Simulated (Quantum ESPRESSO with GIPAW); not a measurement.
# HfO2: NMR parameters from first principles

Aim: the magnetic shielding of every site in HfO2.

Program: Quantum ESPRESSO with GIPAW 8.0dev (patched build). Level of theory: DFT, PBEsol, plane-wave PAW (pslibrary 1.0.0 recipes), scalar-relativistic, GIPAW; a patched development version of the program. Results are calculated unless marked as measured.

**1. Starting point**

Symmetry: Pbca, No. 61, orthorhombic system. The conventional cell has a = 5.060 Å, b = 10.017 Å, c = 5.228 Å, α = 90.00°, β = 90.00°, γ = 90.00°. Nearest to Hf lie 7 O at 2.04 to 2.21 Å. O has 4 Hf at 2.15 to 2.21 Å nearest. Nearest to O lie 3 Hf at 2.04 to 2.15 Å. Farther neighbours and most contacts between anions are not listed.

The cell is an entry of the Crystallography Open Database; it need not be the form that is stable at ambient conditions.

This structure had its atoms relaxed beforehand (DFT, PBEsol, plane-wave PAW (pslibrary 1.0.0 recipes), Quantum ESPRESSO with GIPAW), starting from the database entry, since shieldings follow bond lengths closely.

**2. Self-consistent run**

GIPAW is a response on top of the ground state, so the wavefunctions come first. Their errors pass straight into the induced current, hence the tight threshold. No empty states are asked for: the response is solved without them. The mesh has a spacing of 0.32 Å⁻¹ at most. The PAW files were made with ld1.x from the pslibrary 1.0.0 recipes, with GIPAW reconstruction switched on.

Input file scf.in:

```
&control
  calculation = 'scf'
  prefix = 'x'
  outdir = './tmp/'
  pseudo_dir = './'
/
&system
  ibrav = 0
  nat = 24
  ntyp = 2
  ecutwfc = 55
  ecutrho = 330
  nbnd = 96
/
&electrons
  conv_thr = 1.0d-10
  mixing_beta = 0.7
  electron_maxstep = 100
/
ATOMIC_SPECIES
  Hf 178.490 Hf.pbesol-spn-kjpaw_psl.1.0.0-gipaw.UPF
  O 15.999 O.pbesol-n-kjpaw_psl.1.0.0-gipaw.UPF
CELL_PARAMETERS angstrom
  5.05980000 0.00000000 0.00000000
  0.00000000 10.01720000 0.00000000
  0.00000000 0.00000000 5.22760000
ATOMIC_POSITIONS crystal
  Hf 0.24735965 0.88424385 0.53703996
  Hf 0.74735965 0.61575615 0.46296004
  Hf 0.75264035 0.38424385 0.96296004
  Hf 0.25264035 0.11575615 0.03703996
  Hf 0.75264035 0.11575615 0.46296004
  Hf 0.25264035 0.38424385 0.53703996
  Hf 0.24735965 0.61575615 0.03703996
  Hf 0.74735965 0.88424385 0.96296004
  O 0.00079879 0.97884250 0.23875307
  O 0.50079879 0.52115750 0.76124693
  O 0.99920121 0.47884250 0.26124693
  O 0.49920121 0.02115750 0.73875307
  O 0.99920121 0.02115750 0.76124693
  O 0.49920121 0.47884250 0.23875307
  O 0.00079879 0.52115750 0.73875307
  O 0.50079879 0.97884250 0.26124693
  O 0.38053230 0.78739586 0.86930611
  O 0.88053230 0.71260414 0.13069389
  O 0.61946770 0.28739586 0.63069389
  O 0.11946770 0.21260414 0.36930611
  O 0.61946770 0.21260414 0.13069389
  O 0.11946770 0.28739586 0.86930611
  O 0.38053230 0.71260414 0.36930611
  O 0.88053230 0.78739586 0.63069389
K_POINTS automatic
  4 2 4 1 1 1
```

Command:

```
$ mpirun -np 4 pw.x -nk 4 -in scf.in > scf.out
```

Output:

```text
using ibrav=0 with symmetry is DISCOURAGED, use correct ibrav instead

     bravais-lattice index     =            0
     lattice parameter (alat)  =       9.5616  a.u.
     unit-cell volume          =    1788.0458 (a.u.)^3
     number of atoms/cell      =           24
     number of atomic types    =            2
     number of electrons       =       192.00
     number of Kohn-Sham states=           96
     kinetic-energy cutoff     =      55.0000  Ry
     charge density cutoff     =     330.0000  Ry
     scf convergence threshold =      1.0E-10
     mixing beta               =       0.7000
     number of iterations used =            8  plain     mixing
     Exchange-correlation= SLA-PW-PSX-PSC
                           (   1   4  10   8   0   0   0)
[...]
Hf               12.00   178.49000     Hf( 1.00)
     O                 6.00    15.99900     O ( 1.00)

      8 Sym. Ops., with inversion, found ( 6 have fractional translation)
[...]
number of k points=     4
[...]
Dense  grid:   181155 G-vectors     FFT dimensions: (  60, 120,  60)

     Smooth grid:    98623 G-vectors     FFT dimensions: (  48,  90,  48)

     Initial potential from superposition of free atoms

     starting charge     191.9859, renormalised to     192.0000
     Starting wfcs are  144 randomized atomic wfcs

     Self-consistent Calculation

     iteration #  1     ecut=    55.00 Ry     beta= 0.70
     Davidson diagonalization with overlap
     ethr =  1.00E-02,  avg # of iterations =  1.0

     total energy              =   -6154.89827510 Ry
     estimated scf accuracy    <       8.48859612 Ry

     iteration #  2     ecut=    55.00 Ry     beta= 0.70
     Davidson diagonalization with overlap
     ethr =  4.42E-03,  avg # of iterations =  7.0

     total energy              =   -6158.49219589 Ry
     estimated scf accuracy    <       9.98966554 Ry

     iteration #  3     ecut=    55.00 Ry     beta= 0.70
     Davidson diagonalization with overlap
     ethr =  4.42E-03,  avg # of iterations =  2.0

     total energy              =   -6157.92823047 Ry
     estimated scf accuracy    <       2.05022247 Ry

[...]
total energy              =   -6159.86920026 Ry
[...]
iteration # 39     ecut=    55.00 Ry     beta= 0.70
     Davidson diagonalization with overlap
     ethr =  2.61E-13,  avg # of iterations =  2.0

     total energy              =   -6159.86920026 Ry
     estimated scf accuracy    <          2.9E-10 Ry

     iteration # 40     ecut=    55.00 Ry     beta= 0.70
     Davidson diagonalization with overlap
     ethr =  1.52E-13,  avg # of iterations =  2.0

     End of self-consistent calculation
     [one-electron energies left out]

!    total energy              =   -6159.86920026 Ry
     total all-electron energy =   -243587.863423 Ry
     estimated scf accuracy    <          3.1E-11 Ry

     The total energy is the sum of the following terms:
     one-electron contribution =    -195.23503398 Ry
     hartree contribution      =     227.27241827 Ry
     xc contribution           =    -448.83064870 Ry
     ewald contribution        =   -1073.24828467 Ry
     one-center paw contrib.   =   -4669.82765117 Ry

     convergence has been achieved in  40 iterations
[...]
JOB DONE.
```

Run time: 3.3 min. Hardware: 4 MPI ranks of Arm Neoverse V2, shared host; peak memory 1.5 GiB.

It converged in 40 cycles to an estimated accuracy of 3e-11 Ry, on 4 irreducible k-points.

**3. GIPAW: job nmr**

The job finds the current that a weak uniform field induces (applied as a long wave, q_gipaw) and the field that this current makes at each nucleus. On atoms with p or d valence electrons much of the paramagnetic part arises close to the nucleus, where the PAW partial waves rebuild the true states. pawproj makes the reconstruction use the PAW data sets' own projectors.

Input file nmr.in:

```
&inputgipaw
  job = 'nmr'
  prefix = 'x'
  tmp_dir = './tmp/'
  restart_mode = 'from_scratch'
  verbosity = 'low'
  q_gipaw = 0.01
  spline_ps = .true.
  conv_threshold = 1.0d-11
  use_nmr_macroscopic_shape = .false.
  pawproj(1) = .true.
  pawproj(2) = .true.
/
```

Command:

```
$ mpirun -np 4 gipaw.x -in nmr.in > nmr.out
```

Output:

```text
[banner, memory and clock lines left out]
[a note of our patched build left out]

     Parallelizing q-star over 1 images

     IMPORTANT: XC functional enforced from input :
     Exchange-correlation= PBESOL
                           (   1   4  10   8   0   0   0)
     Any further DFT definition will be discarded
     Please, verify this is what you really want

[...]
projs nearly linearly dependent: l=0  n1,n2= 1, 2  s=  0.99147125
[...]
alpha_pv=    120.4007 eV

     spline_ps is .false., expect some extrapolation errors

     q-space interpolation up to    66.00 Rydberg

     GIPAW job: nmr
     NMR macroscopic correction: no
[...]
Computing the magnetic susceptibility     isolve=0    ethr=  0.1000E-10
     Starting from scratch
     k-point #    1 of     4      pool #  1    cpu time:       1.6
[...]
End of magnetic susceptibility calculation

     f-sum rule (1st term):
          -200.6963          0.0000          0.0000
             0.0000       -200.6822          0.0000
             0.0000          0.0000       -200.6852

     f-sum rule (2nd term):
            -3.6382          0.0000          0.0000
             0.0000         -3.6528          0.0000
             0.0000          0.0000         -3.6475

     f-sum rule (should be  -204.3438):
          -204.3345          0.0000          0.0000
             0.0000       -204.3350          0.0000
             0.0000          0.0000       -204.3327

[... susceptibilities left out ...]
     Contributions to the NMR chemical shifts: -------------------------------

     Macroscopic shape contribution in ppm:                    0.00
             0.0000          0.0000          0.0000
             0.0000          0.0000          0.0000
             0.0000          0.0000          0.0000

     Core contribution in ppm:

     Atom  1  Hf  pos: (  0.247360  1.750592  0.554850)  core sigma:        8991.76
     Atom  2  Hf  pos: (  0.747360  1.219051  0.478313)  core sigma:        8991.76
     Atom  3  Hf  pos: (  0.752640  0.760711  0.994895)  core sigma:        8991.76
     Atom  4  Hf  pos: (  0.252640  0.229170  0.038268)  core sigma:        8991.76
     Atom  5  Hf  pos: (  0.752640  0.229170  0.478313)  core sigma:        8991.76
     Atom  6  Hf  pos: (  0.252640  0.760711  0.554850)  core sigma:        8991.76
     Atom  7  Hf  pos: (  0.247360  1.219051  0.038268)  core sigma:        8991.76
     Atom  8  Hf  pos: (  0.747360  1.750592  0.994895)  core sigma:        8991.76
     Atom  9  O   pos: (  0.000799  1.937875  0.246671)  core sigma:         270.50
     Atom 10  O   pos: (  0.500799  1.031768  0.786492)  core sigma:         270.50
     Atom 11  O   pos: (  0.999201  0.947994  0.269911)  core sigma:         270.50
     Atom 12  O   pos: (  0.499201  0.041887  0.763253)  core sigma:         270.50
     Atom 13  O   pos: (  0.999201  0.041887  0.786492)  core sigma:         270.50
     Atom 14  O   pos: (  0.499201  0.947994  0.246671)  core sigma:         270.50
     Atom 15  O   pos: (  0.000799  1.031768  0.763253)  core sigma:         270.50
     Atom 16  O   pos: (  0.500799  1.937875  0.269911)  core sigma:         270.50
     Atom 17  O   pos: (  0.380532  1.558856  0.898135)  core sigma:         270.50
     Atom 18  O   pos: (  0.880532  1.410787  0.135028)  core sigma:         270.50
[...]
Atom 23  O   pos: (  0.380532  1.410787  0.381554)  core sigma:         270.50
     Atom 24  O   pos: (  0.880532  1.558856  0.651610)  core sigma:         270.50

     Bare contribution in ppm:

     Atom  1  Hf  pos: (  0.247360  1.750592  0.554850)  bare sigma:          27.45
[...]
Atom  2  Hf  pos: (  0.747360  1.219051  0.478313)  bare sigma:          27.45
[...]
Atom  3  Hf  pos: (  0.752640  0.760711  0.994895)  bare sigma:          27.45
[...]
Atom  4  Hf  pos: (  0.252640  0.229170  0.038268)  bare sigma:          27.45
[...]
Atom  5  Hf  pos: (  0.752640  0.229170  0.478313)  bare sigma:          27.45
[...]
Atom  6  Hf  pos: (  0.252640  0.760711  0.554850)  bare sigma:          27.45
[...]
Atom  7  Hf  pos: (  0.247360  1.219051  0.038268)  bare sigma:          27.45
[...]
Atom  8  Hf  pos: (  0.747360  1.750592  0.994895)  bare sigma:          27.45
[...]
Atom  9  O   pos: (  0.000799  1.937875  0.246671)  bare sigma:         -25.20
[...]
Atom 10  O   pos: (  0.500799  1.031768  0.786492)  bare sigma:         -25.20
[...]
Atom 11  O   pos: (  0.999201  0.947994  0.269911)  bare sigma:         -25.20
[...]
Atom 12  O   pos: (  0.499201  0.041887  0.763253)  bare sigma:         -25.20
[...]
Atom 13  O   pos: (  0.999201  0.041887  0.786492)  bare sigma:         -25.20
[...]
Atom 14  O   pos: (  0.499201  0.947994  0.246671)  bare sigma:         -25.20
[...]
Atom 15  O   pos: (  0.000799  1.031768  0.763253)  bare sigma:         -25.20
[...]
Atom 16  O   pos: (  0.500799  1.937875  0.269911)  bare sigma:         -25.20
[...]
Atom 16  O   pos: (  0.500799  1.937875  0.269911)  para_oo sigma:          -0.13
[...]
Atom 17  O   pos: (  0.380532  1.558856  0.898135)  para_oo sigma:          -0.12
[...]
Atom 18  O   pos: (  0.880532  1.410787  0.135028)  para_oo sigma:          -0.12
[...]
Atom 23  O   pos: (  0.380532  1.410787  0.381554)  para_oo sigma:          -0.12
[...]
Atom 24  O   pos: (  0.880532  1.558856  0.651610)  para_oo sigma:          -0.12
[...]
Paramagnetic US L_R Q_R contribution in ppm:

     Atom  1  Hf  pos: (  0.247360  1.750592  0.554850)  para_lq sigma:        2837.17
[...]
Atom  2  Hf  pos: (  0.747360  1.219051  0.478313)  para_lq sigma:        2837.17
[...]
Atom  3  Hf  pos: (  0.752640  0.760711  0.994895)  para_lq sigma:        2837.17
[...]
Atom  4  Hf  pos: (  0.252640  0.229170  0.038268)  para_lq sigma:        2837.17
[...]
Atom  5  Hf  pos: (  0.752640  0.229170  0.478313)  para_lq sigma:        2837.17
[...]
Atom  6  Hf  pos: (  0.252640  0.760711  0.554850)  para_lq sigma:        2837.17
[...]
Atom  7  Hf  pos: (  0.247360  1.219051  0.038268)  para_lq sigma:        2837.17
[...]
Atom  8  Hf  pos: (  0.747360  1.750592  0.994895)  para_lq sigma:        2837.17
[...]
Atom  9  O   pos: (  0.000799  1.937875  0.246671)  para_lq sigma:        -207.17
[...]
Atom 10  O   pos: (  0.500799  1.031768  0.786492)  para_lq sigma:        -207.17
[...]
Atom 11  O   pos: (  0.999201  0.947994  0.269911)  para_lq sigma:        -207.17
[...]
Atom 12  O   pos: (  0.499201  0.041887  0.763253)  para_lq sigma:        -207.17
[...]
Atom 13  O   pos: (  0.999201  0.041887  0.786492)  para_lq sigma:        -207.17
[...]
Atom 14  O   pos: (  0.499201  0.947994  0.246671)  para_lq sigma:        -207.17
[...]
Atom 15  O   pos: (  0.000799  1.031768  0.763253)  para_lq sigma:        -207.17
[...]
Atom 16  O   pos: (  0.500799  1.937875  0.269911)  para_lq sigma:        -207.17
[...]
Atom 17  O   pos: (  0.380532  1.558856  0.898135)  para_lq sigma:        -207.35
[...]
Atom 18  O   pos: (  0.880532  1.410787  0.135028)  para_lq sigma:        -207.35
[...]
Atom 23  O   pos: (  0.380532  1.410787  0.381554)  para_lq sigma:        -207.35
[...]
Atom 24  O   pos: (  0.880532  1.558856  0.651610)  para_lq sigma:        -207.35
[...]
Total NMR chemical shifts in ppm: ---------------------------------------
     (adopting the Simpson convention for anisotropy and asymmetry)-----------

     Atom  1  Hf  pos: (  0.247360  1.750592  0.554850)  Total sigma:        4925.93
          4889.8199       -203.9630         45.2584
          -184.0837       5031.6309          6.0301
             3.7513         52.8363       4856.3450

     Hf      1    anisotropy:    362.55    eta:    0.5206
[...]
Atom  2  Hf  pos: (  0.747360  1.219051  0.478313)  Total sigma:        4925.93
[... its tensor is left out ...]
     Atom  3  Hf  pos: (  0.752640  0.760711  0.994895)  Total sigma:        4925.93
[... its tensor is left out ...]
     Atom  4  Hf  pos: (  0.252640  0.229170  0.038268)  Total sigma:        4925.93
[... its tensor is left out ...]
     Atom  5  Hf  pos: (  0.752640  0.229170  0.478313)  Total sigma:        4925.93
[... its tensor is left out ...]
     Atom  6  Hf  pos: (  0.252640  0.760711  0.554850)  Total sigma:        4925.93
[... its tensor is left out ...]
     Atom  7  Hf  pos: (  0.247360  1.219051  0.038268)  Total sigma:        4925.93
[... its tensor is left out ...]
     Atom  8  Hf  pos: (  0.747360  1.750592  0.994895)  Total sigma:        4925.93
[... its tensor is left out ...]
     Atom  9  O   pos: (  0.000799  1.937875  0.246671)  Total sigma:         -69.98
           -77.9115        -43.7520         37.6508
           -54.8049        -43.9909        -19.2762
            35.3206         -5.2542        -88.0349

     O       9    anisotropy:    108.65    eta:    0.6218
[...]
Atom 10  O   pos: (  0.500799  1.031768  0.786492)  Total sigma:         -69.98
[... its tensor is left out ...]
     Atom 11  O   pos: (  0.999201  0.947994  0.269911)  Total sigma:         -69.98
[... its tensor is left out ...]
     Atom 12  O   pos: (  0.499201  0.041887  0.763253)  Total sigma:         -69.98
[... its tensor is left out ...]
     Atom 13  O   pos: (  0.999201  0.041887  0.786492)  Total sigma:         -69.98
[... its tensor is left out ...]
     Atom 14  O   pos: (  0.499201  0.947994  0.246671)  Total sigma:         -69.98
[... its tensor is left out ...]
     Atom 15  O   pos: (  0.000799  1.031768  0.763253)  Total sigma:         -69.98
[... its tensor is left out ...]
     Atom 16  O   pos: (  0.500799  1.937875  0.269911)  Total sigma:         -69.98
[... its tensor is left out ...]
     Atom 17  O   pos: (  0.380532  1.558856  0.898135)  Total sigma:        -119.44
          -126.1724         37.3787        -16.8604
            33.1289       -120.0204        -60.8233
           -21.7752        -90.2282       -112.1129

     O      17    anisotropy:    140.58    eta:    0.5970
[...]
Atom 18  O   pos: (  0.880532  1.410787  0.135028)  Total sigma:        -119.44
[... its tensor is left out ...]
     Atom 19  O   pos: (  0.619468  0.568975  0.651610)  Total sigma:        -119.44
[... its tensor is left out ...]
     Atom 20  O   pos: (  0.119468  0.420906  0.381554)  Total sigma:        -119.44
[... its tensor is left out ...]
     Atom 21  O   pos: (  0.619468  0.420906  0.135028)  Total sigma:        -119.44
[... its tensor is left out ...]
     Atom 22  O   pos: (  0.119468  0.568975  0.898135)  Total sigma:        -119.44
[... its tensor is left out ...]
     Atom 23  O   pos: (  0.380532  1.410787  0.381554)  Total sigma:        -119.44
[... its tensor is left out ...]
     Atom 24  O   pos: (  0.880532  1.558856  0.651610)  Total sigma:        -119.44
[... its tensor is left out ...]
```

It took 26 min on 4 MPI ranks; peak memory 1.2 GiB.

The f-sum rule is met to 0.011 of 204.3 (0.005 %). Converged shieldings require that this miss be small, but a small miss does not prove them.

From the symmetric part of each tensor, with principal values σ11 ≤ σ22 ≤ σ33: σ_iso is their mean, the span is σ33 − σ11 and the skew 3(σ_iso − σ22)/span. (gipaw.x prints an anisotropy in another convention.)

```tsv
site	atom no.	atoms in cell	σ_iso (ppm)	span (ppm)	skew
Hf	1	8	4926	425	0.41
O(1)	9	8	-70.0	131.2	0.31
O(2)	17	8	-119.4	168.6	0.34
```

The macroscopic shape term is switched off. For a spherical sample the valence susceptibility of this run would add about 5 ppm to every site, a rough estimate, since the susceptibility converges slowly and lacks part of the PAW terms. Differences within the crystal don't depend on it, but shieldings of different compounds can't be compared to better than a few ppm without it.

In this run the largest span among the lighter atoms is that of O(2) (site symmetry 1), with principal values -194.3, -138.3 and -25.7 ppm.

How the isotropic values are made up (ppm). The core part is that of the free atom's core; bare is the current of the smooth valence states; the last two are what the PAW spheres add to the diamagnetic and the paramagnetic current:

```tsv
site	core	bare	reconstruction, dia	reconstruction, para
Hf	8991.8	27.4	-47.0	-4046.3
O(1)	270.5	-25.2	17.8	-333.0
O(2)	270.5	-39.5	17.7	-368.2
```

17O and 177Hf also have a quadrupolar coupling here. It is not given: on PAW files the efg job of this gipaw.x leaves out the augmentation charge of neighbouring atoms and can miss by tens of per cent.

**4. Sites, surroundings and shifts**

Covalently bonded atoms count as neighbours within 1.18 times the sum of their radii. Otherwise a cation's neighbours lie within 1.2 times its shortest bond (1.3 for large cations, each anion's radius taken off where they differ), and an anion's are the cations that count it.

```tsv
site	atom no.	atoms in cell	surroundings	bonds (Å)	σ_iso (ppm)
Hf	1	8	HfO7	2.04 to 2.21	4926
O(1)	9	8	bound to Hf4	2.15 to 2.21	-70.0
O(2)	17	8	bound to Hf3	2.04 to 2.15	-119.4
```

By surroundings the O shieldings are 3-coordinate: -119.4; 4-coordinate: -70.0 ppm.

**5. What came out**

```json
{
  "17O shielding without shape term": "-119.4, -70.0 ppm",
  "177Hf shielding without shape term": "4926 ppm"
}
```

What this shows: 17O has 2 sites, in the ratio 1:1: O(2) (bound to Hf3) at a shielding of -119.4 and O(1) (bound to Hf4) at a shielding of -70.0 ppm, shape term left out. A shift needs a reference, δ = σ_ref − σ, fixed on measured compounds; for 17O of this kind at this level too few were at hand, or they scattered too widely about a line, so none is given. No sound run at another cutoff or mesh is at hand, so convergence rests on the f-sum rule and on experience with these files. Spin-orbit coupling is missing, which matters for Hf and for the light atoms bound to such centres. The scalar-relativistic files are used with non-relativistic response operators, which weighs most on the heavy atoms' own shieldings. This build of gipaw.x prints that it is not audited and that its numbers are no references by themselves. It also reports spline_ps as false although the input sets it; why was not traced.

[Banner, clock, file and message-heading lines were taken out of the pw.x and gipaw.x logs.]

[Logs are printed without paths, hosts, clocks, repeated set-up lines and the standing remarks that a program may print on its own settings, such as how far it seeks lower states.]

[Hosts, paths, dates, database ids (printed as entryN), source tags and the programs' standing remarks are cut or masked in the printed files.]

[Where no reference line passes its bar on scatter, no shift is given, so a measured shift of this compound may stand uncompared.]
